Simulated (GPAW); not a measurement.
Runs of GPAW 26.7.0 on V. The structure is cubic, space group Im-3m (No. 229). Conventional cell: a = 3.029 Å, b = 3.029 Å, c = 3.029 Å, α = 90.00°, β = 90.00°, γ = 90.00°. V (site symmetry m-3m) is surrounded by 8 V at 2.62 Å. 

```csv
level,potentials or basis,optimizer,fmax,max steps,gap on the mesh (eV),pressure (GPa),moment (μB),relaxed volume (Å³/atom)
RPBE+D4,"the program's PAW data sets (release 1.2.1) made for this functional, pw",BFGS,0.02 eV/Å,100,none,0.1,0.00,(b)
PBE+D3(BJ),"GPAW PAW data sets (gpaw-data 1.2.1), pw",FIRE,0.01 eV/Å,100,none,0.0,0.00,12.93
RPBE+D3(BJ),"the program's PAW data sets (release 1.2.1) made for this functional, pw",FIRE,0.05 eV/Å,100,none,-0.4,0.00,10.85
PBEsol+D4,"PAW data sets generated in the run's folder for this functional, pw",BFGS,0.05 eV/Å,100,none,0.3,0.00,12.88
PBEsol+D3(BJ),"PAW data sets generated in the run's folder for this functional, pw",LBFGS,0.01 eV/Å,60,none,0.0,0.00,(a)
```

Alike in all rows: task relaxation of cell and atoms; spin collinear, ferromagnetic start; cell relaxed; k mesh 12 × 12 × 12; cutoff (eV) 600; smearing fermi-dirac 0.05 eV.

Task: Estimate the missing entries.

Result: (a) 12.48; (b) 13.38.

Caveats: each step starts from the last one's moments, so a moment once lost doesn't come back; later steps reuse the first step's grids; pairwise dispersion overbinds metals, which lowers pressure and volume; the volume moved by over 15 % at a fixed basis, so the end points are rough (some runs); the volume moved by -22 % from the deposited cell, more than functionals usually miss (some runs); the volume moved by -10 % from the deposited cell, more than functionals usually miss (some runs).

A gap of «none» marks a metal or a gap under the smearing width.
